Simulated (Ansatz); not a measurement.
A crystal relaxed with r2SCAN in Ansatz 0.2.0 has space group Fm-3m (No. 225) and a = 6.424 Å.

```
atom  site       x       y       z
  Ba    4a  0.0000  0.0000  0.0000
  Xx    4b  0.5000  0.0000  0.0000
```

r2SCAN gives an indirect gap of 2.58 eV, from Γ to X; the least direct gap is 2.69 eV at X. HSE06 gives an indirect gap of 3.14 eV, from Γ to X; the least direct gap is 3.28 eV at X. Meshes: r2SCAN 8×8×8, HSE06 6×6×6. r2SCAN's ε∞ is 4.4 in all directions.

Question: Which element is Xx?
A. O
B. S
C. Te
D. Se

Answer: B. Xx is S: rocksalt BaS. Ba is surrounded by 6 S at 3.21 Å; S is surrounded by 6 Ba at 3.21 Å.

Calculated for a static, non-magnetic cell.

Spin-orbit coupling is left out.
